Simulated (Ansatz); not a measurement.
# Cu (I4/mmm) in Ansatz: a series of runs

One crystal, Cu, is run at these levels: LDA; tasks: single point, equation of state.

Everything below comes from runs of Ansatz 0.2.0. Logs are shortened: lines on timing, memory, paths and dates and some standing lists are left out, and cuts for length are marked.

### Step 1. Starting point

Symmetry: I4/mmm, No. 139, tetragonal system. The conventional cell has a = 2.886 Å, b = 2.886 Å, c = 2.752 Å, α = 90.00°, β = 90.00°, γ = 90.00°. Cu (site symmetry 4/mmm) is surrounded by 10 Cu at 2.46 to 2.75 Å.

This isn't the form of Cu at room conditions, which is fcc.

### Step 2. Single point, LDA, 10.77 Å³/atom (volume scaled by 0.94)

input.yaml

```yaml
crystal:
  lattice:
    - [-1.413340294, 1.413340294, 1.3479902729]
    - [1.413340294, -1.413340294, 1.3479902729]
    - [1.413340294, 1.413340294, -1.3479902729]
  atoms:
    - { symbol: Cu, position: [0.0, 0.0, 0.0] }
hamiltonian:
  xc: lda
  pseudopotentials: { kind: paw }
kpoints:
  mp_grid: { grid: [13, 13, 13] }
scf:
  occupations: { method: fermi_dirac, width: 0.05 }
output:
  forces: true
  stress: true
  eigenvalues: true
```

Potentials or basis: Ansatz PAW.

Launch:

```
ansatz run input.yaml --threads 2 --pin off --max-ram 5632MiB --backend cpu --events-out ev --progress --plain --runs-dir out
```

Output:

```text
Warning: RAYON_NUM_THREADS=2 ignored (pool sized by the plan → 2); use --threads N
Engine: ansatz 0.2.0, x86_64-unknown-linux-gnu
Pseudopotentials: kind: paw
Pseudopotential: Cu, paw, valence charge 19, recommended cutoff 420 eV (normal), Cu.paw.azcp
Functional definition: SPW92
  exchange = slater_x
  correlation = pw_c
Crystal: 1 atoms, lattice volume = 10.771 Å³
Basis set: ecut = 420 eV, 201 PW (Γ)
Bands: 14, of which v1, the nominal top of the filled ones, is band 10 counted from 1 (9 counted from 0)
Symmetry: 16 space group operations
Space group: I4/mmm (ITA 139), of the structure as read, at distance tolerance 2.2e-5 Å
k-points: 196 of 2197
Non-local potential: Cu, projectors of the file, l = 0: 3, l = 1: 2, l = 2: 3, l = 3: 1
PAW form: soft (Blöchl's): semilocal exchange-correlation on the pseudo side does not see the compensation charge
PAW frozen core: Cu, regenerated for the run's functional, and the local potential with it (the file was generated under x = pbe(κ = 0.804, μ = 0.2195149727645171), c = pbe(β = 0.06672455060314922))
PAW one-centre angular grid: Cu, 590 points (default); XC on 64 Gauss nodes
Initial density: superposition of atomic densities (neutral atoms: chi_scale 0, normalization atom), corrected by the library's trained network
Initial wavefunctions: pseudopotential atomic-orbital guess
Functional: x = slater, c = lda
SCF iter   1: F=—  HF=-6555.691905 eV  |F-HF|=—  |Δ(HF+E_count)|=         —  Δρ=2.33e-2  dr2=2.53e-2  ethr=1.77e-3  ⟨swp⟩=5.3  Hψ=13976  notcnv=0
preconditioner: auto → none  [metal: Δε(μ)=0.085 eV  Ē_g=18.252 eV  σ=0.050 eV  W_gap=0.38  n_scr=0 (ndim 8)  ℏωp=37.5 eV  f_vac=0.000  D(μ)=0.29/eV (n_scr^D=0)]
SCF iter   2: F=—  HF=-6555.685040 eV  |F-HF|=—  |Δ(HF+E_count)|=   6.87e-3  Δρ=2.17e-3  dr2=3.85e-4  ethr=1.33e-4  ⟨swp⟩=2.8  Hψ=6117  notcnv=0  defer=59
SCF iter   3: F=—  HF=-6555.684968 eV  |F-HF|=—  |Δ(HF+E_count)|=   7.21e-5  Δρ=1.55e-3  dr2=6.69e-5  ethr=2.02e-6  ⟨swp⟩=2.1  Hψ=3803  notcnv=0  defer=59
SCF iter   4: F=—  HF=-6555.685001 eV  |F-HF|=—  |Δ(HF+E_count)|=   3.31e-5  Δρ=3.50e-5  dr2=7.11e-8  ethr=3.52e-7  ⟨swp⟩=1.1  Hψ=2815  notcnv=0  defer=59
iter 5 did not close the SCF: its close was put off for the readings that it lacked (scf_convergence_deferred on its scf_iter line)
SCF iter   5: F=-6555.685001 eV  HF=-6555.685001 eV  |F-HF|=1.87e-10  |Δ(HF+E_count)|=   1.15e-7  Δρ=3.99e-6  dr2=2.64e-10  ethr=3.74e-10  ⟨swp⟩=2.2  Hψ=4661  notcnv=0  defer=59
SCF iter   6: F=-6555.685001 eV  HF=-6555.685001 eV  |F-HF|=5.73e-11  |Δ(HF+E_count)|=  2.47e-10  Δρ=3.49e-7  dr2=3.81e-12  ethr=1.39e-12  ⟨swp⟩=2.6  Hψ=8743  notcnv=0
SCF 1 converged in 6 iterations: F = -6555.685001 eV  dr2 = 3.81e-12
SCF converged after 6 iterations
Free energy (F): -6555.685001 eV
Harris-Foulkes:  -6555.685001 eV  (|F-HF|=5.73e-11)
Internal energy: -6555.682628 eV  (E = F + TS)
E sigma→0 (E₀):  -6555.683814 eV
Entropy (-TS):   -0.002373 eV (-2.373 meV/atom)
Fermi energy:    18.355858 eV
--- Per-component energies (eV) ---
  E_band       = -329.495287
  E_kinetic    = 301.776238
  E_local      = -3881.839898  (includes V_loc(G=0)·N_el)
  E_nonlocal   = 393.601742
  E_hartree    = 1712.109743
  E_xc         = -90.001313
  E_vxc        = -116.740399  (∫ρ·V_xc dr)
  E_paw        = -1592.450914  (= ΣΔE_a)
  E_vpaw       = -450.512887  (= ΣTr[D̂ρ^β])
  E_aug_tail   = 0.000280  (compensation charges beyond the density's cutoff)
  E_ewald      = -3399.328166
  E_core_change = 0.449660  (= ΣΔE_core)
  E_smearing   = -0.002373  (= −TS)
  E_closure    = -0.000000  (closes the sum)
  Σ components = -6555.685001   (vs F -6555.685001, Δ=0.00e0)
--- Forces (eV/Å), atoms counted from 1 ---
  atom   1  Cu     0.00000000     0.00000000    -0.00000000
  max |Σ_I F_I| component: 2.47e-32 eV/Å
--- Stress (GPa, compression-positive) ---
        2.760328       0.000000       0.000000
        0.000000       2.760328       0.000000
        0.000000       0.000000       3.007393
  P = ⅓ Tr σ = 2.8427 GPa (28.427 kbar)
--- Band table (eV; the first three rows and the last of 196) ---
  k-point 0: bands = ["-93.5714", "-51.2973", "-51.2954", "-51.2954", "8.2623", "14.8390", "15.0606", "15.0606", "16.0452", "16.2785", "43.9743", "43.9743", "45.2651", "48.1943"]
  k-point 1: bands = ["-93.5701", "-51.3048", "-51.3003", "-51.2951", "8.4986", "14.8426", "15.0173", "15.1583", "15.9965", "16.2737", "41.3911", "43.7935", "44.7634", "46.4810"]
  k-point 2: bands = ["-93.5663", "-51.3309", "-51.3088", "-51.2944", "9.1892", "14.8367", "14.8983", "15.4361", "15.8959", "16.2622", "37.2441", "42.4673", "43.8383", "44.2883"]
  k-point 195: bands = ["-93.5288", "-51.4213", "-51.4202", "-51.4070", "13.2120", "13.2671", "16.7470", "16.7846", "16.7854", "25.3692", "26.4973", "28.3967", "32.6815", "33.6336"]
```

It took 2 s on 2 threads of AMD EPYC 7R43 (Zen 3), shared host; peak memory 0.35 GiB.

What came out:

```yaml
Free_energy: -6555.6850 eV
Pressure: 2.8 GPa
Band_gap_on_the_k_mesh: none (metal or under the smearing width)
```

Caveat: the PAW data sets come from PBE, with cores solved anew for the run's functional, which leaves a small shift of forces and pressure.

### Step 3. Single point, LDA, 11.00 Å³/atom (volume scaled by 0.96)

input.yaml: that of step 2 with these lines changed.

```diff
@@ -2,5 +2,5 @@
   lattice:
-    - [-1.413340294, 1.413340294, 1.3479902729]
-    - [1.413340294, -1.413340294, 1.3479902729]
-    - [1.413340294, 1.413340294, -1.3479902729]
+    - [-1.4232937226, 1.4232937226, 1.3574834749]
+    - [1.4232937226, -1.4232937226, 1.3574834749]
+    - [1.4232937226, 1.4232937226, -1.3574834749]
   atoms:
```

Potentials or basis: Ansatz PAW.

Launch:

```
ansatz run input.yaml --threads 2 --pin off --max-ram 5632MiB --backend cpu --events-out ev --progress --plain --runs-dir out
```

Wall time 1.8 s (2 threads of AMD EPYC 7R43 (Zen 3), shared host); peak memory 0.34 GiB.

The run converged. Its results:

| Property | Result |
| --- | --- |
| Free energy | -6555.6861 eV |
| Pressure | -1.2 GPa |
| Band gap on the k mesh | none (metal or under the smearing width) |

Caveat: the PAW data sets come from PBE, with cores solved anew for the run's functional, which leaves a small shift of forces and pressure.

### Step 4. Single point, LDA, 11.23 Å³/atom (volume scaled by 0.98)

input.yaml: that of step 3 with these lines changed.

```diff
@@ -2,5 +2,5 @@
   lattice:
-    - [-1.4232937226, 1.4232937226, 1.3574834749]
-    - [1.4232937226, -1.4232937226, 1.3574834749]
-    - [1.4232937226, 1.4232937226, -1.3574834749]
+    - [-1.4331098516, 1.4331098516, 1.3668457257]
+    - [1.4331098516, -1.4331098516, 1.3668457257]
+    - [1.4331098516, 1.4331098516, -1.3668457257]
   atoms:
```

Launch:

```
ansatz run input.yaml --threads 2 --pin off --max-ram 5632MiB --backend cpu --events-out ev --progress --plain --runs-dir out
```

Run time: 2.3 s. Hardware: 2 threads of AMD EPYC 7R43 (Zen 3), shared host; peak memory 0.36 GiB.

Results (log left out):

* Free energy: -6555.6819 eV
* Pressure: -4.7 GPa
* Band gap on the k mesh: none (metal or under the smearing width)

Caveat: the PAW data sets come from PBE, with cores solved anew for the run's functional, which leaves a small shift of forces and pressure.

### Step 5. Single point, LDA, 11.46 Å³/atom

input.yaml: that of step 4 with these lines changed.

```diff
@@ -2,5 +2,5 @@
   lattice:
-    - [-1.4331098516, 1.4331098516, 1.3668457257]
-    - [1.4331098516, -1.4331098516, 1.3668457257]
-    - [1.4331098516, 1.4331098516, -1.3668457257]
+    - [-1.44279332, 1.44279332, 1.37608145]
+    - [1.44279332, -1.44279332, 1.37608145]
+    - [1.44279332, 1.44279332, -1.37608145]
   atoms:
```

Launch:

```
ansatz run input.yaml --threads 2 --pin off --max-ram 5632MiB --backend cpu --events-out ev --progress --plain --runs-dir out
```

Run time: 2.2 s. Hardware: 2 threads of AMD EPYC 7R43 (Zen 3), shared host; peak memory 0.34 GiB.

Results (log left out):

```yaml
Free_energy: -6555.6730 eV
Pressure: -7.8 GPa
Band_gap_on_the_k_mesh: none (metal or under the smearing width)
```

Caveat: the PAW data sets come from PBE, with cores solved anew for the run's functional, which leaves a small shift of forces and pressure.

### Step 6. Single point, LDA, 11.69 Å³/atom (volume scaled by 1.02)

input.yaml

```yaml
crystal:
  lattice:
    - [-1.4523485211, 1.4523485211, 1.3851948378]
    - [1.4523485211, -1.4523485211, 1.3851948378]
    - [1.4523485211, 1.4523485211, -1.3851948378]
  atoms:
    - { symbol: Cu, position: [0.0, 0.0, 0.0] }
hamiltonian:
  xc: lda
  pseudopotentials: { kind: paw }
kpoints:
  mp_grid: { grid: [13, 13, 13] }
scf:
  occupations: { method: fermi_dirac, width: 0.05 }
output:
  forces: true
  stress: true
  eigenvalues: true
  write_density: true
  write_potential: true
  elf: true
  volumetric_format: npy
```

Potentials or basis: Ansatz PAW.

Launch:

```
ansatz run input.yaml --threads 2 --pin off --max-ram 5632MiB --backend cpu --events-out ev --progress --plain --runs-dir out
```

Run time: 2.7 s. Hardware: 2 threads of AMD EPYC 7R43 (Zen 3), shared host; peak memory 0.35 GiB.

The run converged. Its results:

| Property | Result |
| --- | --- |
| Free energy | -6555.6598 eV |
| Pressure | -10.5 GPa |
| Band gap on the k mesh | none (metal or under the smearing width) |

Caveat: the PAW data sets come from PBE, with cores solved anew for the run's functional, which leaves a small shift of forces and pressure.

### Step 7. Single point, LDA, 11.92 Å³/atom (volume scaled by 1.04)

input.yaml

```yaml
crystal:
  lattice:
    - [-1.4617796199, 1.4617796199, 1.3941898615]
    - [1.4617796199, -1.4617796199, 1.3941898615]
    - [1.4617796199, 1.4617796199, -1.3941898615]
  atoms:
    - { symbol: Cu, position: [0.0, 0.0, 0.0] }
hamiltonian:
  xc: lda
  pseudopotentials: { kind: paw }
kpoints:
  mp_grid: { grid: [13, 13, 13] }
scf:
  occupations: { method: fermi_dirac, width: 0.05 }
output:
  forces: true
  stress: true
  eigenvalues: true
```

Launch:

```
ansatz run input.yaml --threads 2 --pin off --max-ram 5632MiB --backend cpu --events-out ev --progress --plain --runs-dir out
```

Wall time 2.3 s (2 threads of AMD EPYC 7R43 (Zen 3), shared host); peak memory 0.34 GiB.

The run converged. Its results:

* Free energy: -6555.6430 eV
* Pressure: -12.9 GPa
* Band gap on the k mesh: none (metal or under the smearing width)

Caveat: the PAW data sets come from PBE, with cores solved anew for the run's functional, which leaves a small shift of forces and pressure.

### Step 8. Single point, LDA, 12.15 Å³/atom (volume scaled by 1.06)

input.yaml: that of step 7 with these lines changed.

```diff
@@ -2,5 +2,5 @@
   lattice:
-    - [-1.4617796199, 1.4617796199, 1.3941898615]
-    - [1.4617796199, -1.4617796199, 1.3941898615]
-    - [1.4617796199, 1.4617796199, -1.3941898615]
+    - [-1.4710905692, 1.4710905692, 1.4030702911]
+    - [1.4710905692, -1.4710905692, 1.4030702911]
+    - [1.4710905692, 1.4710905692, -1.4030702911]
   atoms:
```

Launch:

```
ansatz run input.yaml --threads 2 --pin off --max-ram 5632MiB --backend cpu --events-out ev --progress --plain --runs-dir out
```

Run time: 2.2 s. Hardware: 2 threads of AMD EPYC 7R43 (Zen 3), shared host; peak memory 0.33 GiB.

Results (log left out):

```
Free energy            : -6555.6230 eV
Pressure               : -15.0 GPa
Band gap on the k mesh : none (metal or under the smearing width)
```

Caveat: the PAW data sets come from PBE, with cores solved anew for the run's functional, which leaves a small shift of forces and pressure.

### Step 9. Equation of state, LDA

Potentials or basis: Ansatz PAW.

This step only gathers the single runs of the series.

What came out:

```
Equilibrium volume                        : 10.93 Å³/atom
Bulk modulus at fixed shape and positions : 186 GPa
Pressure derivative of the bulk modulus   : 5.1
```

Energy against volume, from the lowest point:
```
volume (Å³/atom)  energy (meV/atom)
          10.771               1.14
          11.000               0.00
          11.229               4.23
          11.458              13.19
          11.687              26.31
          11.916              43.09
          12.146              63.10
```

Caveat: the cell was scaled at fixed shape and fractional positions, which overstates the stiffness of a crystal with free parameters, most of all of layers and chains.
